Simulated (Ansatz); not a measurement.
# ZrN: the cost of one run

Program: Ansatz 0.2.0, driven from Python. The levels of theory stand in the script. These are calculated values, not measurements.

The COD entry's cell or inner coordinates are ideal or old and differ from later refinements, so a difference from it is no clean test against experiment.

## Step 1: The system

It takes space group Fm-3m (No. 225, cubic). The conventional cell has a = 4.600 Å, b = 4.600 Å, c = 4.600 Å, α = 90.00°, β = 90.00°, γ = 90.00°. Zr (site symmetry m-3m) has 6 N at 2.30 Å as nearest neighbours. N (site symmetry m-3m) has 6 Zr at 2.30 Å as nearest neighbours.

No structure file is read: the coordinates are typed or built in the script.

## Step 2: The script

lattice_zrn.py

```python
'''Relaxed cell of ZrN under several functionals.'''

import warnings

import ansatz as az
import numpy as np
from pymatgen.core import Lattice, Structure
from pymatgen.io.ase import AseAtomsAdaptor

def edges_and_angles(cell):
    cell = np.asarray(cell)
    a, b, c = np.linalg.norm(cell, axis=1)
    cosines = cell[1] @ cell[2] / (b * c), cell[0] @ cell[2] / (a * c), cell[0] @ cell[1] / (a * b)
    return (a, b, c, *np.degrees(np.arccos(cosines)))


def main() -> None:
    warnings.simplefilter('ignore', az.DeckWarning)

    pmg_structure = Structure(
        Lattice([(0.0, 2.3, 2.3), (2.3, 0.0, 2.3), (2.3, 2.3, 0.0)]),
        ['Zr', 'N'],
        [
            (0.5, 0.5, 0.5),
            (0.0, 0.0, 0.0),
        ],
    )
    system = az.Crystal.from_ase(AseAtomsAdaptor.get_atoms(pmg_structure))

    base = (
        system.calculation()
        .occupations(az.OccupationsMethod.COLD, width=50 * az.meV)
        .basis(10 * az.Ha, xc_grid=1)
        .kpoints(8, shift=0.5)
        .mixing('broyden', ndim=4, beta=0.6)
        .scf(tolerance=1e-07, max_iterations=100, extra_bands=6, lower_state_search='light')
        .relax(cell=True, max_steps=60)
    )

    levels = [('revpbe', 'd3bj'), ('pbe', 'd3bj'), ('rpbe', 'none')]
    print('level            a       b       c    alpha   beta  gamma  V/atom  steps')
    for name, dispersion in levels:
        seen = []
        run = base.functional(name, dispersion=dispersion).session().plan()
        outcome = run.execute(on_event=lambda e: seen.append(e) if e['event'] == 'relax_step' else None)
        cell = outcome.lattice.cell_ang
        label = name if dispersion == 'none' else f'{name}+{dispersion}'
        print('{:13s} {:7.4f} {:7.4f} {:7.4f} {:6.2f} {:6.2f} {:6.2f}'.format(label, *edges_and_angles(cell)), f'{abs(np.linalg.det(cell)) / len(outcome.lattice.sites):7.3f} {len(seen):5d}')


if __name__ == '__main__':
    main()
```

## Step 3: What the engine is handed

The package turns the script's settings into the engine's input (first run):

```yaml
crystal:
  lattice:
    - [0.0, 2.3, 2.3]
    - [2.3, 0.0, 2.3]
    - [2.3, 2.3, 0.0]
  atoms:
    - { symbol: Zr, position: [0.5, 0.5, 0.5] }
    - { symbol: "N", position: [0.0, 0.0, 0.0] }
basis:
  ecutwfc: 272.11386245988
  xc_grid: 1
kpoints:
  mp_grid:
    grid: [8, 8, 8]
    shift: [0.5, 0.5, 0.5]
hamiltonian:
  xc: revpbe
  dispersion: d3bj
scf:
  max_iter: 100
  n_extra_bands: 6
  convergence:
    dr2_threshold: 1.0e-07
  lower_state_search: light
  mixing:
    algorithm: broyden
    beta: 0.6
    ndim: 4
  occupations:
    method: cold
    width: 0.05
relax:
  max_steps: 60
  cell: {}
```

## Step 4: Launch

The run is started by

```bash
> python lattice_zrn.py
```

What time and memory should one allow on 1 thread of Arm Neoverse V2, shared host?

About 18 s, with a peak of 0.41 GiB.
